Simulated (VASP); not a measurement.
# TiH4 (Cmmm) in VASP: reference runs

Aim: a first look at TiH4 with PBE, on the cell as given.

Program: VASP 6.6.1. These are calculated values, not measurements. Logs are shortened: lines on timing, memory, paths and dates and some standing lists are left out, and cuts for length are marked.

**1. The structure**

Symmetry: Cmmm, No. 65, orthorhombic system. Conventional cell: a = 3.420 Å, b = 5.578 Å, c = 3.345 Å, α = 90.00°, β = 90.00°, γ = 90.00°. Around Ti (site symmetry mmm) lie 10 H at 1.84 to 1.93 Å. H (site symmetry m2m) is surrounded by 3 H at 1.79 to 1.98 Å and 3 Ti at 1.89 to 1.93 Å. H (site symmetry 2mm) is surrounded by 1 H at 1.53 Å.

The cell was built by a generator and needn't be a form met in nature.

**2. Single point, PBE**

INCAR

```
  PREC = Accurate
  ENCUT = 520
  EDIFF = 1E-7
  ISMEAR = -1
  SIGMA = 0.05
  LREAL = False
  LASPH = True
  NELM = 100
  ALGO = Normal
  ISIF = 2
  LWAVE = False
  LCHARG = True
  GGA = PE
  LELF = True
  LVHAR = True
  NBANDS = 16
```

KPOINTS

```
Automatic mesh
0
Gamma
  9 9 8
```

POSCAR

```
TiH4
1.0
    1.7098100000     -2.7890700000      0.0000000000
    1.7098100000      2.7890700000      0.0000000000
    0.0000000000      0.0000000000      3.3451500000
Ti H
1 4
Direct
    0.5000000000      0.5000000000      0.5000000000
    0.8393500000      0.1606500000      0.5000000000
    0.2760700000      0.2760700000      0.0000000000
    0.7239300000      0.7239300000      0.0000000000
    0.1606500000      0.8393500000      0.5000000000
```

Potentials or basis: VASP PAW PBE potentials, release 64 (Ti_sv, H).

Run with:

```bash
cat potpaw_PBE.64/Ti_sv/POTCAR potpaw_PBE.64/H/POTCAR > POTCAR
mpirun -np 1 vasp_std > vasp.out
```

OUTCAR:

```text
PREC = Accurate
   ENCUT = 520
   EDIFF = 1E-7
   ISMEAR = -1
   LREAL = False
   LASPH = True
   NELM = 100
   ISIF = 2
   GGA = PE

 ion  position               nearest neighbor table
   1  0.500  0.500  0.500-   3 1.84   4 1.84   3 1.84   4 1.84   2 1.89   5 1.89
   2  0.839  0.161  0.500-   1 1.89
   3  0.276  0.276  0.000-   1 1.84   1 1.84
   4  0.724  0.724  0.000-   1 1.84   1 1.84
   5  0.161  0.839  0.500-   1 1.89

  LATTYP: Found a base centered orthorhombic cell.
 ALAT       =     3.4196200000
 B/A-ratio  =     1.6312163340
 C/A-ratio  =     0.9782227265

  Lattice vectors:

 A1 = (   1.7098100000,  -2.7890700000,   0.0000000000)
 A2 = (   1.7098100000,   2.7890700000,   0.0000000000)
 A3 = (   0.0000000000,   0.0000000000,   3.3451500000)

Analysis of symmetry for initial positions (statically):
=====================================================================
 Subroutine PRICEL returns:
 Original cell was already a primitive cell.

 Routine SETGRP: Setting up the symmetry group for a
 base centered orthorhombic supercell.

 Subroutine GETGRP returns: Found  8 space group operations
 (whereof  8 operations were pure point group operations)
 out of a pool of  8 trial point group operations.

The static configuration has the point symmetry D_2h.

Analysis of symmetry for dynamics (positions and initial velocities):
=====================================================================
 Subroutine PRICEL returns:
 Original cell was already a primitive cell.

 Routine SETGRP: Setting up the symmetry group for a
 base centered orthorhombic supercell.

 Subroutine GETGRP returns: Found  8 space group operations
 (whereof  8 operations were pure point group operations)
 out of a pool of  8 trial point group operations.

The dynamic configuration has the point symmetry D_2h.

 Subroutine INISYM returns: Found  8 space group operations
 (whereof  8 operations are pure point group operations),
 and found     1 'primitive' translations

----------------------------------------------------------------------------------------

                                     Primitive cell

  volume of cell :      31.9046

  direct lattice vectors                    reciprocal lattice vectors
     1.709810000 -2.789070000  0.000000000     0.292430153 -0.179271227  0.000000000
     1.709810000  2.789070000  0.000000000     0.292430153  0.179271227  0.000000000
     0.000000000  0.000000000  3.345150000     0.000000000  0.000000000  0.298940257

  length of vectors
     3.271446423  3.271446423  3.345150000     0.343006658  0.343006658  0.298940257

  position of ions in fractional coordinates (direct lattice)
     0.500000000  0.500000000  0.500000000
     0.839350000  0.160650000  0.500000000
     0.276070000  0.276070000  0.000000000
     0.723930000  0.723930000  0.000000000
     0.160650000  0.839350000  0.500000000

  ion indices of the primitive-cell ions
   primitive index   ion index
                 1           1
                 2           2
                 3           3
                 4           4
                 5           5

----------------------------------------------------------------------------------------

 KPOINTS: Automatic mesh

Automatic generation of k-mesh.
 Grid dimensions read from file:
 generate k-points for:    9    9    8

 Generating k-lattice:

  Cartesian coordinates                     Fractional coordinates (reciprocal lattice)
     0.032492239 -0.019919025  0.000000000     0.111111111 -0.000000000  0.000000000
     0.032492239  0.019919025  0.000000000    -0.000000000  0.111111111  0.000000000
     0.000000000  0.000000000  0.037367532     0.000000000  0.000000000  0.125000000

  Length of vectors
     0.038111851  0.038111851  0.037367532

  Shift w.r.t. Gamma in fractional coordinates (k-lattice)
     0.000000000  0.000000000  0.000000000

 Subroutine IBZKPT returns following result:
 ===========================================

 Found    125 irreducible k-points:

 Following reciprocal coordinates:
            Coordinates               Weight
  0.000000  0.000000  0.000000      1.000000
  0.111111 -0.000000  0.000000      4.000000
  0.222222 -0.000000  0.000000      4.000000
  0.333333  0.000000  0.000000      4.000000
  0.444444 -0.000000  0.000000      4.000000
  0.111111  0.111111  0.000000      2.000000
[... 16 lines left out ...]
 -0.333333  0.333333  0.000000      2.000000
  0.444444  0.444444  0.000000      2.000000
 [... further k-points ...]
   k-points           NKPTS =    125   k-points in BZ     NKDIM =    125   number of bands    NBANDS=     16
   number of dos      NEDOS =    301   number of ions     NIONS =      5
   total plane-waves  NPLWV =  16128
   dimension x,y,z NGX =    24 NGY =   24 NGZ =   28
   dimension x,y,z NGXF=    48 NGYF=   48 NGZF=   56
   ions per type =               1   4
   NGX,Y,Z   is equivalent  to a cutoff of  12.20, 12.20, 13.92 a.u.
   NGXF,Y,Z  is equivalent  to a cutoff of  24.39, 24.39, 27.83 a.u.
 SYSTEM =  unknown system
   PREC   = accura    normal or accurate (medium, high low for compatibility)
   ISTART =      0    job   : 0-new  1-cont  2-samecut
   ICHARG =      2    charge: 1-file 2-atom 10-const
   ISPIN  =      1    spin polarized calculation?
   LNONCOLLINEAR =      F non collinear calculations
   LSORBIT =      F    spin-orbit coupling
   LASPH  =      T    aspherical Exc in radial PAW
   ENCUT  =  520.0 eV  38.22 Ry    6.18 a.u.   6.08  6.08  6.22*2*pi/ulx,y,z
   NELM   =    100;   NELMIN=  2; NELMDL= -5     # of ELM steps
   EDIFF  = 0.1E-06   stopping-criterion for ELM
   LREAL  =      F    real-space projection
   EDIFFG = 0.1E-05   stopping-criterion for IOM
   NSW    =      0    number of steps for IOM
   IBRION =     -1    ionic relax: 0-MD 1-quasi-New 2-CG
   NFREE  =      0    steps in history (QN), initial steepest desc. (CG)
   ISIF   =      2    stress and relaxation
   ISYM   =      2    0-nonsym 1-usesym 2-fastsym
   POTIM  = 0.5000    time-step for ionic-motion
   TEBEG  =    0.0;   TEEND  =   0.0 temperature during run
   PSTRESS=    0.0 pullay stress
   NELECT =      16.0000    total number of electrons
   NUPDOWN=      -1.0000    fix difference up-down
   EMIN   =  10.00;   EMAX   =-10.00  energy-range for DOS
   EFERMI =   0.00;   METHOD = LEGACY
   ISMEAR =    -1;   SIGMA  =   0.05  broadening in eV -4-tet -1-fermi 0-gaus
   EFERMI_NEDOS =   21; number of points for ismear=-14 and -15
   IALGO  =     38    algorithm
   IMIX   =      4    mixing-type and parameters
     AMIX     =   0.40;   BMIX     =  1.00
     AMIX_MAG =   1.60;   BMIX_MAG =  1.00
  volume/ion in A,a.u.               =       6.38        43.06
  Fermi-wavevector in a.u.,A,eV,Ry     =   1.300660  2.457892 23.017209  1.691717
  Thomas-Fermi vector in A             =   2.431845
   LORBIT       =      0    0 simple, 1 ext, 2 COOP (PROOUT), +10 PAW based schemes
   GGA     = PE    functional components
   LHFCALC =     F    Hartree Fock is set to
   AEXX    =    0.0000 exact exchange contribution
   IVDW    =     0    specifies the selected vdW correction
   LEPSILON=     F    determine dielectric tensor
   LRPA    =     F    only Hartree local field effects (RPA)
 non-spin polarized calculation
  energy-cutoff  :      520.00
  volume of cell :       31.90
 maximum number of plane-waves:       884
   NGX = 13   NGY = 13   NGZ = 13

 number of electron      16.0000002 magnetization

 Free energy of the ion-electron system (eV)
  ---------------------------------------------------
  ext. energy  EPLUGINS =         0.00000000
  ---------------------------------------------------
  free energy    TOTEN  =       -21.30356138 eV

  energy without entropy =      -21.29625407  energy(sigma->0) =      -21.29990772

 E-fermi :   4.6931     XC(G=0): -10.5720

 val. band max:        4.6605264012   @ k =   0.0000   0.0000   0.3750
 cond. band min:       4.6932812988   @ k =   0.0000   0.0000   0.5000
 fundamental gap:      0.0327548976
 Fermi energy:         4.6930596550

 k-point     1 :       0.0000    0.0000    0.0000
  band No.  band energies     occupation
      1     -52.5118      2.00000
      2     -28.8333      2.00000
      3     -28.6846      2.00000
      4     -28.5872      2.00000
      5      -5.5984      2.00000
      6      -0.7564      2.00000
[... 8 lines left out ...]
     15      17.5362      0.00000
     16      18.2533      0.00000

 k-point     2 :       0.1111   -0.0000    0.0000
  band No.  band energies     occupation
      1     -52.5097      2.00000
      2     -28.8439      2.00000
      3     -28.6827      2.00000
      4     -28.6022      2.00000
      5      -5.3703      2.00000
      6      -0.6612      2.00000
[... 8 lines left out ...]
     15      16.0255      0.00000
     16      18.3517      0.00000

 k-point     3 :       0.2222   -0.0000    0.0000
  band No.  band energies     occupation
      1     -52.5044      2.00000
      2     -28.8733      2.00000
      3     -28.6779      2.00000
      4     -28.6369      2.00000
      5      -4.7112      2.00000
      6      -0.4467      2.00000
[... 8 lines left out ...]
     15      14.3687      0.00000
     16      18.3383      0.00000

 k-point     4 :       0.3333    0.0000    0.0000
  band No.  band energies     occupation
      1     -52.4983      2.00000
      2     -28.9118      2.00000
      3     -28.6725      2.00000
      4     -28.6707      2.00000
      5      -3.6937      2.00000
      6      -0.3558      2.00000
[... 8 lines left out ...]
     15      14.5959      0.00000
     16      18.5508      0.00000
[... 324 lines left out ...]
 k-point    22 :      -0.4444    0.3333    0.0000
  band No.  band energies     occupation
      1     -52.4916      2.00000
      2     -29.0028      2.00000
      3     -28.6670      2.00000
      4     -28.6421      2.00000
      5      -3.3233      2.00000
      6      -0.1252      2.00000
[... 8 lines left out ...]
     15      15.4588      0.00000
     16      17.2753      0.00000

 k-point    23 :      -0.3333    0.3333    0.0000
  band No.  band energies     occupation
      1     -52.4949      2.00000
      2     -28.9822      2.00000
      3     -28.6699      2.00000
      4     -28.6251      2.00000
      5      -3.8829      2.00000
      6      -0.1542      2.00000
[... 8 lines left out ...]
     15      14.4757      0.00000
     16      17.4119      0.00000

 k-point    24 :       0.4444    0.4444    0.0000
  band No.  band energies     occupation
      1     -52.4891      2.00000
      2     -29.0234      2.00000
      3     -28.6648      2.00000
      4     -28.6484      2.00000
      5      -2.9108      2.00000
      6      -0.2315      2.00000
[... 8 lines left out ...]
     15      16.2841      0.00000
     16      16.8583      0.00000

 [... further k-points ...]

------------------------ aborting loop because EDIFF is reached ----------------------------------------

  FORCE on cell =-STRESS in cart. coord.  units (eV):
  Direction    XX          YY          ZZ          XY          YZ          ZX
  --------------------------------------------------------------------------------------
  -------------------------------------------------------------------------------------
  Total        0.0563132     -0.0482009     -0.1092762     -0.0000000      0.0000000      0.0000000
  in kB        2.8279247     -2.4205421     -5.4876113     -0.0000000      0.0000000      0.0000000
  external PRESSURE =      -1.6934096 kB  Pullay stress =       0.0000000 kB

 VOLUME and BASIS-vectors are now :
 -----------------------------------------------------------------------------
  energy-cutoff  :      520.00
  volume of cell :       31.90
      direct lattice vectors                 reciprocal lattice vectors
     1.709810000 -2.789070000  0.000000000     0.292430153 -0.179271227  0.000000000
     1.709810000  2.789070000  0.000000000     0.292430153  0.179271227  0.000000000
     0.000000000  0.000000000  3.345150000     0.000000000  0.000000000  0.298940257

 POSITION                                       TOTAL-FORCE (eV/Angst)
 -----------------------------------------------------------------------------------
      1.70981      0.00000      1.67257        -0.000000     -0.000000      0.000000
      1.70981     -1.89294      1.67257        -0.000000     -0.006570      0.000000
      0.94405      0.00000      0.00000         0.021011      0.000000      0.000000
      2.47557      0.00000      0.00000        -0.021011      0.000000      0.000000
      1.70981      1.89294      1.67257        -0.000000      0.006570      0.000000
 -----------------------------------------------------------------------------------
    total drift:                                0.000000     -0.000000     -0.000000

  FREE ENERGIE OF THE ION-ELECTRON SYSTEM (eV)
  ---------------------------------------------------
  free  energy   TOTEN  =       -21.3035613822 eV

  energy  without entropy=      -21.2962540671  energy(sigma->0) =      -21.29990772
```

Wall time 27 s (1 thread of Intel Xeon Platinum 8488C (Sapphire Rapids), shared host); peak memory 0.18 GiB.

What came out:

```
Free energy            : -21.3036 eV
Pressure               : -0.2 GPa
Largest force          : 0.021 eV/Å
Band gap on the k mesh : none (metal or under the smearing width)
```

Forces on the atoms (eV/Å):
```
Ti   0.000  0.000  0.000
H    0.000 -0.007  0.000
H    0.021  0.000  0.000
H   -0.021  0.000  0.000
H    0.000  0.007  0.000
```

Levels at points of the mesh, in eV from the Fermi level:
```tsv
k point	band 4	band 5	band 6	band 7	band 8	band 9	band 10	band 11	band 12	band 13
(0.00, 0.00, 0.00)	-33.28	-10.29	-5.45	-0.22	0.18	1.62	1.71	1.88	2.97	6.76
(0.00, 0.00, 0.50)	-33.27	-8.13	-6.68	-1.21	0.00	0.33	1.22	2.07	2.33	8.26
```
